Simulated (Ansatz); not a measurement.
Write the native input for Ansatz 0.2.0 that does the following.

```yaml
Task: relaxation of cell and atoms
Functional: r2SCAN
Potentials_or_basis: Ansatz PAW
Cutoff: "500 eV (not typed: the program's choice for these potentials)"
k_mesh: 10 × 10 × 10
Occupations: fermi-dirac, width 0.05 eV
Spin: no spin polarisation
Target_pressure: 2 GPa
Target_pressure_GPa: 2
```

The system is TaN.

```xyz
2
Lattice="0.0000 2.2113 2.2113 2.2113 0.0000 2.2113 2.2113 2.2113 0.0000" Properties=species:S:1:pos:R:3 pbc="T T T"
Ta    2.2113    2.2113    2.2113
N     0.0000    0.0000    0.0000
```

The cell comes from a database or a generator and needn't be the stable form of this composition.

The input as run:

input.yaml

```yaml
crystal:
  lattice:
    - [0.0, 2.211323, 2.211323]
    - [2.211323, 0.0, 2.211323]
    - [2.211323, 2.211323, 0.0]
  atoms:
    - { symbol: Ta, position: [0.5, 0.5, 0.5] }
    - { symbol: "N", position: [0.0, 0.0, 0.0] }
hamiltonian:
  xc: r2scan
  pseudopotentials: { kind: paw }
kpoints:
  mp_grid: { grid: [10, 10, 10] }
scf:
  occupations: { method: fermi_dirac, width: 0.05 }
output:
  forces: true
  stress: true
  eigenvalues: true
relax:
  f_tol: 0.01
  max_steps: 40
  cell: { stress_tol: 0.05, p_target: 2.0 }
```

Potentials or basis: Ansatz PAW.

Run with:

```sh
$ ansatz run input.yaml --threads 2 --pin off --max-ram 5632MiB --backend cpu --events-out ev --progress --plain --runs-dir out
```

It gave:

| Property | Result |
| --- | --- |
| Relaxed volume | 10.56 Å³/atom |
| Relaxed cell | a = 3.103 Å, b = 3.103 Å, c = 3.103 Å, α = 60.00°, β = 60.00°, γ = 60.00° |
| Space group after relaxing (to 0.05 Å) | Fm-3m (No. 225) |
| Energy change on relaxing (the enthalpy is what falls) | -3.5 meV/atom |
| Ionic steps | 5 |
| Pressure after relaxing | 2.0 GPa |
| Band gap on the k mesh | none (metal or under the smearing width) |

Caveat: the plane-wave basis is chosen anew once the cell has moved, so the energies of steps on either side of that aren't comparable; the PAW data sets come from PBE, with cores solved anew for the run's functional, which leaves a small shift of forces and pressure.

Wall time 5.8 s on 2 threads of Arm Neoverse V2, with other jobs on the host, peak memory 0.35 GiB.
